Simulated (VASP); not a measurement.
# Ti in VASP: a series of runs, part 2 of 2

VASP 6.6.1. Earlier steps stand in the parts before.

**5. Single point, LDA**

This run uses another cell than the first one, of 37.32 Å³/atom, 1.253 times its volume.

The input, INCAR:

```
SYSTEM = Ti
PREC     = Accurate       ! precision mode
ENCUT    = 600            ! plane-wave cutoff, eV
EDIFF    = 1E-7           ! SCF threshold, eV
ISMEAR   = 1              ! smearing method
SIGMA    = 0.1            ! smearing width, eV
LREAL    = .FALSE.        ! projectors in reciprocal space
LASPH    = .TRUE.         ! aspherical terms in the spheres
NELM     = 120            ! most SCF steps
ALGO     = Normal         ! electronic algorithm
ISIF     = 2              ! what is computed and relaxed
LWAVE    = .FALSE.        ! write WAVECAR
LCHARG   = .FALSE.        ! write CHGCAR
LDIPOL   = .TRUE.       
IDIPOL   = 3            
DIPOL    = 0.5 0.5 0.500
GGA      = CA             ! functional
NBANDS   = 50             ! bands
LVHAR    = .TRUE.       
LVACPOTAV= .TRUE.
```

The input, KPOINTS:

```
Automatic mesh
0
G
  16 16 1
  0 0 0
```

The input, POSCAR:

```
Ti
1.0
    2.9499978604      0.0000000000      0.0000000000
   -1.4749989302      2.5547730882      0.0000000000
    0.0000000000      0.0000000000     29.7150000000
Ti
6
Direct
    0.6666666667      0.3333333334      0.3028773347
    0.3333333333      0.6666666666      0.3817264008
    0.6666666667      0.3333333334      0.4605754669
    0.3333333333      0.6666666666      0.5394245331
    0.6666666667      0.3333333334      0.6182735992
    0.3333333333      0.6666666666      0.6971226653
```

Potentials or basis: VASP PAW LDA potentials, release 64 (Ti_sv).

Launch:

```sh
$ cat potpaw_LDA.64/Ti_sv/POTCAR > POTCAR
$ mpirun -np 1 vasp_std > vasp.out
```

OUTCAR:

```text
SYSTEM = Ti
   PREC = Accurate
   ENCUT = 600
   EDIFF = 1E-7
   ISMEAR = 1
   LREAL = .FALSE.
   LASPH = .TRUE.
   NELM = 120
   ISIF = 2
   GGA = CA

 Found     30 irreducible k-points:

 Following reciprocal coordinates:
            Coordinates               Weight
  0.000000  0.000000  0.000000      1.000000
  0.062500  0.000000  0.000000      6.000000
  0.125000  0.000000  0.000000      6.000000
  0.187500  0.000000  0.000000      6.000000
  0.250000  0.000000  0.000000      6.000000
  0.312500  0.000000  0.000000      6.000000
   k-points           NKPTS =     30   k-points in BZ     NKDIM =     30   number of bands    NBANDS=     50
   number of dos      NEDOS =    301   number of ions     NIONS =      6
   total plane-waves  NPLWV = 138240
   dimension x,y,z NGX =    24 NGY =   24 NGZ =  240
   dimension x,y,z NGXF=    48 NGYF=   48 NGZF=  480
   ions per type =               6
   NGX,Y,Z   is equivalent  to a cutoff of  13.53, 13.53, 13.43 a.u.
   NGXF,Y,Z  is equivalent  to a cutoff of  27.05, 27.05, 26.85 a.u.
 SYSTEM =  Ti
   PREC   = accura    normal or accurate (medium, high low for compatibility)
   ISTART =      0    job   : 0-new  1-cont  2-samecut
   ICHARG =      2    charge: 1-file 2-atom 10-const
   ISPIN  =      1    spin polarized calculation?
   LNONCOLLINEAR =      F non collinear calculations
   LSORBIT =      F    spin-orbit coupling
   LASPH  =      T    aspherical Exc in radial PAW
   ENCUT  =  600.0 eV  44.10 Ry    6.64 a.u.   5.89  5.89 59.35*2*pi/ulx,y,z
   NELM   =    120;   NELMIN=  2; NELMDL= -5     # of ELM steps
   EDIFF  = 0.1E-06   stopping-criterion for ELM
   LREAL  =      F    real-space projection
   EDIFFG = 0.1E-05   stopping-criterion for IOM
   NSW    =      0    number of steps for IOM
   IBRION =     -1    ionic relax: 0-MD 1-quasi-New 2-CG
   NFREE  =      0    steps in history (QN), initial steepest desc. (CG)
   ISIF   =      2    stress and relaxation
   ISYM   =      2    0-nonsym 1-usesym 2-fastsym
   POTIM  = 0.5000    time-step for ionic-motion
   TEBEG  =    0.0;   TEEND  =   0.0 temperature during run
   PSTRESS=    0.0 pullay stress
   NELECT =      72.0000    total number of electrons
   NUPDOWN=      -1.0000    fix difference up-down
   EMIN   =  10.00;   EMAX   =-10.00  energy-range for DOS
[... 15 lines left out ...]
   LEPSILON=     F    determine dielectric tensor
   LRPA    =     F    only Hartree local field effects (RPA)
 non-spin polarized calculation
 Methfessel and Paxton  Order N= 1 SIGMA  =   0.10
  energy-cutoff  :      600.00
  volume of cell :      223.95
 maximum number of plane-waves:      7520
 NGX is ok and might be reduce to    24
   NGX = 11   NGY = 11   NGZ =119

 number of electron      71.9999994 magnetization

 dipolmoment           0.000000      0.000000     -0.000000 electrons x Angstroem

 Free energy of the ion-electron system (eV)
  ---------------------------------------------------
  ext. energy  EPLUGINS =         0.00000000
  ---------------------------------------------------
  free energy    TOTEN  =       -48.74070304 eV

  energy without entropy =      -48.74315679  energy(sigma->0) =      -48.74152096

 E-fermi :   1.4256     XC(G=0):  -6.2656

 val. band max:        1.4152014974   @ k =   0.3125   0.0000   0.0000
 cond. band min:       1.4294425235   @ k =   0.2500   0.2500   0.0000
 fundamental gap:      0.0142410261
 Fermi energy:         1.4256375471

 k-point     1 :       0.0000    0.0000    0.0000
  band No.  band energies     occupation
      1     -54.8714      2.00000
      2     -54.8714      2.00000
      3     -54.7440      2.00000
      4     -54.6965      2.00000
      5     -54.6497      2.00000
      6     -54.6301      2.00000
[... 295 lines left out ...]
     47       3.3464     -0.00000
     48       3.3590     -0.00000

 [... further k-points ...]

 [bands above 48 left out]

------------------------ aborting loop because EDIFF is reached ----------------------------------------

  FORCE on cell =-STRESS in cart. coord.  units (eV):
  Direction    XX          YY          ZZ          XY          YZ          ZX
  --------------------------------------------------------------------------------------
  -------------------------------------------------------------------------------------
  Total       -7.9169196     -7.9169196     -8.0291854      0.0000000     -0.0000000      0.0000000
  in kB      -56.6391921    -56.6391921    -57.4423635      0.0000000     -0.0000000      0.0000000
  external PRESSURE =     -56.9069159 kB  Pullay stress =       0.0000000 kB

 VOLUME and BASIS-vectors are now :
 -----------------------------------------------------------------------------
  energy-cutoff  :      600.00
  volume of cell :      223.95
      direct lattice vectors                 reciprocal lattice vectors
     2.949997860  0.000000000  0.000000000     0.338983297  0.195712098  0.000000000
    -1.474998930  2.554773088  0.000000000     0.000000000  0.391424195  0.000000000
     0.000000000  0.000000000 29.715000000     0.000000000  0.000000000  0.033653037

 POSITION                                       TOTAL-FORCE (eV/Angst)
 -----------------------------------------------------------------------------------
      1.47500      0.85159      9.00000         0.000000      0.000000      1.038741
     -0.00000      1.70318     11.34300         0.000000      0.000000     -0.612683
      1.47500      0.85159     13.68600        -0.000000     -0.000000      0.062639
     -0.00000      1.70318     16.02900         0.000000      0.000000     -0.062639
      1.47500      0.85159     18.37200         0.000000      0.000000      0.612683
     -0.00000      1.70318     20.71500         0.000000     -0.000000     -1.038741
 -----------------------------------------------------------------------------------
    total drift:                               -0.000000      0.000000     -0.000000

  FREE ENERGIE OF THE ION-ELECTRON SYSTEM (eV)
  ---------------------------------------------------
  free  energy   TOTEN  =       -48.7407030371 eV

  energy  without entropy=      -48.7431567921  energy(sigma->0) =      -48.74152096

 vacuum level on the upper side and lower side of the slab         6.058         6.058
```

OSZICAR:

```text
N       E                     dE             d eps       ncg     rms          rms(c)
DAV:   1     0.100288773651E+04    0.10029E+04   -0.41141E+04  3208   0.167E+03
DAV:   2     0.736907395353E+02   -0.92920E+03   -0.90930E+03  3082   0.530E+02
DAV:   3    -0.335735931651E+02   -0.10726E+03   -0.10364E+03  4800   0.160E+02
[... 31 lines left out ...]
DAV:  35    -0.487407019741E+02   -0.81678E-06   -0.24882E-07  2464   0.386E-03    0.106E-03
DAV:  36    -0.487407025700E+02   -0.59596E-06   -0.33363E-08  1938   0.114E-03    0.435E-04
DAV:  37    -0.487407028610E+02   -0.29099E-06   -0.22555E-08  1730   0.798E-04    0.313E-04
DAV:  38    -0.487407030005E+02   -0.13952E-06   -0.89354E-09  1746   0.594E-04    0.995E-05
DAV:  39    -0.487407030371E+02   -0.36613E-07   -0.31991E-09  1674   0.303E-04
   1 F= -.48740703E+02 E0= -.48741521E+02  d E =0.245375E-02
```

stdout:

```text
POSCAR found type information on POSCAR Ti
 POSCAR found :  1 types and       6 ions
 scaLAPACK will be used
 LDA part: xc-table for (Slater(with rela. corr.)+CA(PZ))
 , standard interpolation
 POSCAR, INCAR and KPOINTS ok, starting setup
 FFT: planning ... GRIDC
 FFT: planning ... GRID_SOFT
 FFT: planning ... GRID
 WAVECAR not read
 entering main loop
 -----------------------------------------------------------------------------
|                                                                             |
|           W    W    AA    RRRRR   N    N  II  N    N   GGGG   !!!           |
|           W    W   A  A   R    R  NN   N  II  NN   N  G    G  !!!           |
|           W    W  A    A  R    R  N N  N  II  N N  N  G       !!!           |
|           W WW W  AAAAAA  RRRRR   N  N N  II  N  N N  G  GGG   !            |
|           WW  WW  A    A  R   R   N   NN  II  N   NN  G    G                |
|           W    W  A    A  R    R  N    N  II  N    N   GGGG   !!!           |
|                                                                             |
|     Did not find any points to average over, which means that no vacuum     |
|     field-free region was found. Please increase the size of  your cell     |
|     in the dimension of the dipole correction to obtain accurate            |
|     workfunction values.                                                    |
|                                                                             |
 -----------------------------------------------------------------------------
```

Wall time 11 min (1 thread of Intel Xeon 6975P-C (Granite Rapids), shared host); peak memory 0.46 GiB.

These settings aren't checked as converged: the numbers below hold their error.

Results:

```yaml
Free_energy: -48.7407 eV
Largest_force: 1.039 eV/Å
Band_gap_on_the_k_mesh: none (metal or under the smearing width)
Work_function_of_the_upper_face: 4.63 eV
Work_function_of_the_lower_face: 4.63 eV
```
